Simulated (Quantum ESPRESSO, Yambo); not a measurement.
**CuCl (Nantokite): G0W0 in Yambo against the bands**

How does the gap of CuCl (Nantokite) converge in the bands?

Program: Yambo 5.3.0. Level of theory: PBE and many-body steps on it, plane waves. Results are calculated unless marked as measured.

The database entry behind the starting cell differs from later determinations by our own check (0.1 to 0.3 % short, probably kX units), so it need not match the best structure at ambient conditions.

In doubt: a PseudoDojo file used here is known to give poor structures and forces, which bears on pressures, cells, forces and phonons.

**1. The starting structure**

Symmetry: F-43m, No. 216, cubic system. Conventional cell: a = 5.406 Å, b = 5.406 Å, c = 5.406 Å, α = 90.00°, β = 90.00°, γ = 90.00°. Nearest to Cu lie 4 Cl at 2.34 Å. Nearest to Cl lie 4 Cu at 2.34 Å. Farther neighbours and most contacts between anions are not listed.

As a file:

```cif
data_structure
_symmetry_space_group_name_H-M 'P 1'
_symmetry_Int_Tables_number 1
_cell_length_a 3.8224
_cell_length_b 3.8224
_cell_length_c 3.8224
_cell_angle_alpha 60.000
_cell_angle_beta 60.000
_cell_angle_gamma 60.000
_cell_volume 39.49
loop_
_atom_site_label
_atom_site_type_symbol
_atom_site_fract_x
_atom_site_fract_y
_atom_site_fract_z
_atom_site_occupancy
Cu1 Cu 0.00000 0.00000 0.00000 1
Cl2 Cl 0.25000 0.25000 0.25000 1
```

The cell and positions come from the Crystallography Open Database and are kept as given unless a step says otherwise.

**2. 40 bands**

This step: Yambo 5.3.0; G0W0 on PBE, plane waves, norm-conserving pseudopotentials.

G0W0 replaces the xc potential by the self-energy, built once from these orbitals. Only a window of levels is corrected, while the sums run over the empty bands that the input names.

File gw1.in:

```
HF_and_locXC
gw0
dyson
ppa
em1d
rim_cut
RandQpts= 1000000
RandGvec= 1 RL
EXXRLvcs= 84 Ry
VXCRLvcs= 336 Ry
Chimod= "HARTREE"
% BndsRnXp
 1 | 40 |
%
NGsBlkXp= 15.5 Ry
% LongDrXp
 1 | 1 | 1 |
%
% GbndRnge
 1 | 40 |
%
DysSolver= "n"
ExtendOut
PPAPntXp= 27.21138 eV
% QPkrange
 1 | 1 | 12 | 15 |
%
```

On the command line:

```
$ OMP_NUM_THREADS=1 mpirun -n 4 yambo -F gw1.in -J gw1 -C gw1 > gw1.log
```

The log of the run:

```text
 Yambo, version 5.3.0

 [02] CORE Variables Setup
 =========================

  [... cell, symmetries and grids as in the set-up ...]

  [02.05] Energies & Occupations
  ==============================

  [X] === General ===
  [X] Electronic Temperature                        :  0.000000  0.000000 [eV K]
  [X] Bosonic    Temperature                        :  0.000000  0.000000 [eV K]
  [X] Finite Temperature mode                       : no
  [X] El. density                                   :  0.65838E+24 [cm-3]
  [X] Fermi Level                                   :  7.622151 [eV]

  [X] === Gaps and Widths ===
  [X] Conduction Band Min                           :  0.533284 [eV]
  [X] Valence Band Max                              :  0.000000 [eV]
  [X] Filled Bands                                  :  13
  [X] Empty Bands                                   :    14   478
  [X] Direct Gap                                    :  0.533284 [eV]
  [X] Direct Gap localized at k                     :  1
  [X] Indirect Gap                                  :  0.533284 [eV]
  [X] Indirect Gap between kpts                     :  1  1
  [X] Last valence band width                       :  1.105528 [eV]
  [X] 1st conduction band width                     :  4.500600 [eV]

 [03] Transferred momenta grid and indexing
 ==========================================

 IBZ Q-points                                      :   8
 BZ  Q-points                                      :   64

 K/Q-points units:
 rlu = crystal or reduced units; cc = cartesian coordinates; iku = interal k-units

 Q [1]          [rlu]:  0.000000  0.000000  0.000000
 Q [2]          [rlu]: -0.90400E-17 -0.90400E-17  0.25000
 Q [3]          [rlu]:  0.18080E-16  0.18080E-16 -0.50000
 Q [4]          [rlu]: -0.47661E-17  0.25000      0.25000
 Q [5]          [rlu]: -0.90400E-17  0.25000      0.50000
 Q [6]          [rlu]:  0.18080E-16  0.25000     -0.25000
 Q [7]          [rlu]:  0.95323E-17 -0.50000     -0.50000
 Q [8]          [rlu]:  0.250000 -0.500000 -0.250000

 [04] Coloumb potential Random Integration (RIM)
 ===============================================

  [04.01] RIM initialization
  ==========================

  * Diagonal components only detected *

  8 x (sBL volume)        :  0.116348 [a.u.]
  sBZ random points       :  1000000
  Points outside the sBZ  :   7996195
  RL volume               :  0.930780 [a.u.]
  Integrated volume       :  0.931223 [a.u.]

  [04.02] RIM integrals
  =====================

  Gamma point sphere radius             :  0.088553 [a.u.]
  Points outside the sphere             :   799659
  [Int_sBZ(q=0) 1/q^2]*(Vol_sBZ)^(-1/3) =:  7.764404
                                 should be <:  7.795600

  Summary of Coulomb integrals for non-metallic bands |Q|[au] RIM/Bare

  Q [1] 0.100000E-4 0.995998 * Q [2] 0.266336 1.064860
  Q [4] 0.307538 1.063731 * Q [6] 0.434925 1.026772
  Q [5] 0.509994 1.019350 * Q [3] 0.532672 1.017217
  Q [7] 0.615076 1.013507 * Q [8] 0.687676 1.010541

 [WARNING] [Xp] User bands 1-40 break level degeneracy

 [05] Dipoles
 ============

  [05.01] Setup: observables and procedures
  =========================================

 [06] Dynamic Dielectric Matrix (PPA)
 ====================================

 [WR./gw1//ndb.pp]---------------------------------------------------------------
  Brillouin Zone Q/K grids (IBZ/BZ)                :    8   64    8   64
  RL vectors                                       :   4279 [WF]
  Coulomb cutoff potential                         : none
  Electronic Temperature                           :  0.000000 [K]
  Bosonic    Temperature                           :  0.000000 [K]
  PPA    diel. fun.  energies                      : Perdew, Burke & Ernzerhof(X)+Perdew, Burke & Ernzerhof(C)
  wavefunctions                                    : Perdew, Burke & Ernzerhof(X)+Perdew, Burke & Ernzerhof(C)
  Global Gauge                                     : length
  X matrix size                                    :  307
  X band range                                     :    1   40
  X e/h energy range                               : -1.000000 -1.000000 [eV]
  X Time ordering                                  : R
  X Hxc Kernel                                     : HARTREE
  X Drude frequency                                :  0.000000  0.000000
  X poles                                          :  100.0000 [o/o]
  RL vectors in the sum                            :   4279
  [r,Vnl] included                                 : yes
  Field direction                                  :  0.577350E-5  0.577350E-5  0.577350E-5
  BZ energy Double Grid                            : no
  BZ energy DbGd points                            : 0
  BZ Q point size factor                           : -1.000000
  X Optical Averaged directions                    : none

 [07] Local Exchange-Correlation + Non-Local Fock
 ================================================

 [VXC] Plane waves :  27725
 [EXS] Plane waves :   3527

 QP @ state[ 1 ] K range:  1  1
 QP @ state[ 1 ] b range:  12  15

 [xc] Functional : Perdew, Burke & Ernzerhof(X)+Perdew, Burke & Ernzerhof(C)
 [xc] LIBXC used to calculate xc functional
  PP Number of Atomic Species                      :  2
  NLCC RL compoments                               :  27725
  PP Number of Atomic Species                      :  2
  NLCC RL compoments                               :  27725

 [xc] E_xc :  -20.64911 [Ha]
      E_xc :  -41.29822 [Ry]

  Local XC kind (lXC) : Perdew, Burke & Ernzerhof(X)+Perdew, Burke & Ernzerhof(C)
  Non-Local XC kind (nlXC) : Hartree-Fock

  Corrections @ K [1] :  [eV]
 <12|nlXC|12> = -35.76023  0.14772E-16 <12|lXC|12> = -28.89121 -0.37763E-15
 <13|nlXC|13> = -35.76032 -0.53899E-17 <13|lXC|13> = -28.89121 -0.15341E-15
 <14|nlXC|14> = -5.950915  0.28033E-17 <14|lXC|14> = -10.29704  0.47204E-16
 <15|nlXC|15> = -6.008371 -0.11586E-17 <15|lXC|15> = -11.24837 -0.23602E-16

 [08] Dyson equation: Newton solver
 ==================================

  [08.01] G0W0 (W PPA)
  ====================

  [  GW  ] Bands range     :    1   40
  [GW/PPA] G damping       :  0.100000 [eV]

  QP @ state[ 1 ] K range:  1  1
  QP @ state[ 1 ] b range:  12  15

   Sc/G bands                                       :    1   40
   Sc/G damping                                     :  0.100000 ev
   Sc bands terminator                              : no
   Sx RL components                                 :   3527

   QP @ state[ 1 ] K range                          :  1  1
   QP @ state[ 1 ] b range                          :  12  15
   GF energies kind                                 : Perdew, Burke & Ernzerhof(X)+Perdew, Burke & Ernzerhof(C)
   GF WF`s kind                                     : Perdew, Burke & Ernzerhof(X)+Perdew, Burke & Ernzerhof(C)
   Xs energies kind                                 : Perdew, Burke & Ernzerhof(X)+Perdew, Burke & Ernzerhof(C)
   Xs WF`s kind                                     : Perdew, Burke & Ernzerhof(X)+Perdew, Burke & Ernzerhof(C)

 [11] Game Over & Game summary
```

Elapsed: 32 s, on 4 MPI ranks of Arm Neoverse V1, shared host; peak memory 1.5 GiB; 2.1 min of CPU time.

Numbers from this step:

- G0W0 gap on the points computed: 1.303 eV
- starting gap on the mesh: 0.5333 eV
- k of the valence top: 0, 0, 0
- k of the conduction bottom: 0, 0, 0
- least direct G0W0 gap on the computed points: 1.303 eV
- Z at the valence top: 0.7357
- Z at the conduction bottom: 0.8144

The gap on the mesh goes from 0.53 eV to 1.30 eV, a correction of +0.77 eV.

**3. 71 bands**

File gw2.in:

```
HF_and_locXC
gw0
dyson
ppa
em1d
rim_cut
RandQpts= 1000000
RandGvec= 1 RL
EXXRLvcs= 84 Ry
VXCRLvcs= 336 Ry
Chimod= "HARTREE"
% BndsRnXp
 1 | 71 |
%
NGsBlkXp= 15.5 Ry
% LongDrXp
 1 | 1 | 1 |
%
% GbndRnge
 1 | 71 |
%
DysSolver= "n"
ExtendOut
PPAPntXp= 27.21138 eV
% QPkrange
 1 | 1 | 12 | 15 |
%
```

On the command line:

```
$ OMP_NUM_THREADS=1 mpirun -n 4 yambo -F gw2.in -J gw2 -C gw2 > gw2.log
```

The log of the run:

```text
 Yambo, version 5.3.0

 [02] CORE Variables Setup
 =========================

  [... cell, symmetries and grids as in the set-up ...]

  [02.05] Energies & Occupations
  ==============================

  [X] === General ===
  [X] Electronic Temperature                        :  0.000000  0.000000 [eV K]
  [X] Bosonic    Temperature                        :  0.000000  0.000000 [eV K]
  [X] Finite Temperature mode                       : no
  [X] El. density                                   :  0.65838E+24 [cm-3]
  [X] Fermi Level                                   :  7.622151 [eV]

  [X] === Gaps and Widths ===
  [X] Conduction Band Min                           :  0.533284 [eV]
  [X] Valence Band Max                              :  0.000000 [eV]
  [X] Filled Bands                                  :  13
  [X] Empty Bands                                   :    14   478
  [X] Direct Gap                                    :  0.533284 [eV]
  [X] Direct Gap localized at k                     :  1
  [X] Indirect Gap                                  :  0.533284 [eV]
  [X] Indirect Gap between kpts                     :  1  1
  [X] Last valence band width                       :  1.105528 [eV]
  [X] 1st conduction band width                     :  4.500600 [eV]

 [03] Transferred momenta grid and indexing
 ==========================================

 IBZ Q-points                                      :   8
 BZ  Q-points                                      :   64

 K/Q-points units:
 rlu = crystal or reduced units; cc = cartesian coordinates; iku = interal k-units

 Q [1]          [rlu]:  0.000000  0.000000  0.000000
 Q [2]          [rlu]: -0.90400E-17 -0.90400E-17  0.25000
 Q [3]          [rlu]:  0.18080E-16  0.18080E-16 -0.50000
[...]
================================================

 [VXC] Plane waves :  27725
 [EXS] Plane waves :   3527

 QP @ state[ 1 ] K range:  1  1
 QP @ state[ 1 ] b range:  12  15

 [xc] Functional : Perdew, Burke & Ernzerhof(X)+Perdew, Burke & Ernzerhof(C)
 [xc] LIBXC used to calculate xc functional
  PP Number of Atomic Species                      :  2
  NLCC RL compoments                               :  27725
  PP Number of Atomic Species                      :  2
  NLCC RL compoments                               :  27725

 [xc] E_xc :  -20.64911 [Ha]
      E_xc :  -41.29822 [Ry]

  Local XC kind (lXC) : Perdew, Burke & Ernzerhof(X)+Perdew, Burke & Ernzerhof(C)
  Non-Local XC kind (nlXC) : Hartree-Fock

  Corrections @ K [1] :  [eV]
 <12|nlXC|12> = -35.76023  0.14772E-16 <12|lXC|12> = -28.89121 -0.37763E-15
 <13|nlXC|13> = -35.76032 -0.53899E-17 <13|lXC|13> = -28.89121 -0.15341E-15
 <14|nlXC|14> = -5.950915  0.28033E-17 <14|lXC|14> = -10.29704  0.47204E-16
 <15|nlXC|15> = -6.008371 -0.11586E-17 <15|lXC|15> = -11.24837 -0.23602E-16

 [08] Dyson equation: Newton solver
 ==================================

  [08.01] G0W0 (W PPA)
  ====================

  [  GW  ] Bands range     :    1   71
  [GW/PPA] G damping       :  0.100000 [eV]

  QP @ state[ 1 ] K range:  1  1
  QP @ state[ 1 ] b range:  12  15

   Sc/G bands                                       :    1   71
   Sc/G damping                                     :  0.100000 ev
   Sc bands terminator                              : no
   Sx RL components                                 :   3527

   QP @ state[ 1 ] K range                          :  1  1
   QP @ state[ 1 ] b range                          :  12  15
   GF energies kind                                 : Perdew, Burke & Ernzerhof(X)+Perdew, Burke & Ernzerhof(C)
   GF WF`s kind                                     : Perdew, Burke & Ernzerhof(X)+Perdew, Burke & Ernzerhof(C)
   Xs energies kind                                 : Perdew, Burke & Ernzerhof(X)+Perdew, Burke & Ernzerhof(C)
   Xs WF`s kind                                     : Perdew, Burke & Ernzerhof(X)+Perdew, Burke & Ernzerhof(C)

 [11] Game Over & Game summary
```

It took 58 s on 4 MPI ranks; peak memory 1.5 GiB; 3.8 min of CPU time.

Numbers from this step:

- G0W0 gap on the points computed: 1.161 eV
- starting gap on the mesh: 0.5333 eV
- k of the valence top: 0, 0, 0
- k of the conduction bottom: 0, 0, 0
- least direct G0W0 gap on the computed points: 1.161 eV
- Z at the valence top: 0.7419
- Z at the conduction bottom: 0.8154

Against the run before, the gap moves by −0.142 eV.

**4. 130 bands**

File gw3.in:

```
HF_and_locXC
gw0
dyson
ppa
em1d
rim_cut
RandQpts= 1000000
RandGvec= 1 RL
EXXRLvcs= 84 Ry
VXCRLvcs= 336 Ry
Chimod= "HARTREE"
% BndsRnXp
 1 | 130 |
%
NGsBlkXp= 15.5 Ry
% LongDrXp
 1 | 1 | 1 |
%
% GbndRnge
 1 | 130 |
%
DysSolver= "n"
ExtendOut
PPAPntXp= 27.21138 eV
% QPkrange
 1 | 1 | 12 | 15 |
%
```

On the command line:

```
$ OMP_NUM_THREADS=1 mpirun -n 4 yambo -F gw3.in -J gw3 -C gw3 > gw3.log
```

The log of the run:

```text
 Yambo, version 5.3.0

 [02] CORE Variables Setup
 =========================

  [... cell, symmetries and grids as in the set-up ...]

  [02.05] Energies & Occupations
  ==============================

  [X] === General ===
  [X] Electronic Temperature                        :  0.000000  0.000000 [eV K]
  [X] Bosonic    Temperature                        :  0.000000  0.000000 [eV K]
  [X] Finite Temperature mode                       : no
  [X] El. density                                   :  0.65838E+24 [cm-3]
[...]
Sx RL components                                 :   3527

   QP @ state[ 1 ] K range                          :  1  1
   QP @ state[ 1 ] b range                          :  12  15
   GF energies kind                                 : Perdew, Burke & Ernzerhof(X)+Perdew, Burke & Ernzerhof(C)
   GF WF`s kind                                     : Perdew, Burke & Ernzerhof(X)+Perdew, Burke & Ernzerhof(C)
   Xs energies kind                                 : Perdew, Burke & Ernzerhof(X)+Perdew, Burke & Ernzerhof(C)
   Xs WF`s kind                                     : Perdew, Burke & Ernzerhof(X)+Perdew, Burke & Ernzerhof(C)

 [11] Game Over & Game summary
```

Wall time 1.8 min (4 MPI ranks); peak memory 1.6 GiB.

This step gave:

```yaml
g0w0_gap_on_the_points_computed: 1.128 eV
starting_gap_on_the_mesh: 0.5333 eV
k_of_the_valence_top: 0, 0, 0
k_of_the_conduction_bottom: 0, 0, 0
least_direct_g0w0_gap_on_the_computed_points: 1.128 eV
```

Against the run before, the gap moves by −0.032 eV.

[end of part 1 of 2]

[Paths, hosts, dates, memory and timing lines, banners, echoed tables and standing remarks are left out of the program output.]

[Logs are printed without paths, hosts, clocks, repeated set-up lines and the standing remarks that a program may print on its own settings, such as how far it seeks lower states.]

[Runs of the session that timed out or met a known fault of the program may be left out.]

[Hosts, paths, dates, database ids (printed as entryN), source tags and the programs' standing remarks are cut or masked in the printed files.]
